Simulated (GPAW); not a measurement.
Runs of GPAW 26.7.0 on ZnSe (Stilleite). It takes space group F-43m (No. 216, cubic). Conventional cell: a = 5.668 Å, b = 5.668 Å, c = 5.668 Å, α = 90.00°, β = 90.00°, γ = 90.00°. Se (site symmetry -43m) has 4 Zn at 2.45 Å as nearest neighbours. Zn (site symmetry -43m) is surrounded by 4 Se at 2.45 Å. 

```tsv
task	level	potentials or basis	spin	k mesh	cutoff (eV)	smearing	maxiter	band path	band points	response ecut	response k mesh	mesh quality	gap on the mesh (eV)	pressure (GPa)
band structure	PBEsol	PAW data sets generated in the run's folder for this functional, pw	off	8 × 8 × 8	600	fermi-dirac 0.05 eV	150	GXWKGLUWLK,UX	100	-	-	not flagged	1.18	-1.2
dielectric tensor	PBE	GPAW PAW data sets (gpaw-data 1.2.1), pw	off	7 × 7 × 7	450	fermi-dirac 0.001 eV	150	-	-	80 eV	20 × 20 × 20	not flagged	1.30	-
single point	LDA	the program's PAW data sets (release 1.2.1) made for this functional, pw	off	7 × 7 × 7	450	fermi-dirac 0.05 eV	120	-	-	-	-	not flagged	1.04	-4.0
band structure	PBEsol	PAW data sets generated in the run's folder for this functional, pw	SOC, no magnetisation	8 × 8 × 8	600	fermi-dirac 0.05 eV	150	GXWKGLUWLK,UX	100	-	-	not flagged	1.04	-1.2
single point	PBE	GPAW PAW data sets (gpaw-data 1.2.1), pw	off	7 × 7 × 7	450	fermi-dirac 0.05 eV	120	-	-	-	-	not flagged	1.30	(a)
```

Alike in all rows: cell as given.

Problem. Fill in the values left out.

Solution. (a) 1.7.

Caveats: the cutoff is short for stress and forces, so pressures can be off by a GPa or more (some runs); the long-wavelength limit can be off by several per cent where d states take part (some runs); spin-orbit coupling was added after a scalar SCF, so levels and gaps hold it while energy, forces, pressure and moments don't (some runs); this program's spin-orbit splittings come out too wide for heavy elements (some runs).

A k mesh can miss the band edges, and rows without SOC leave out spin-orbit coupling on Se.
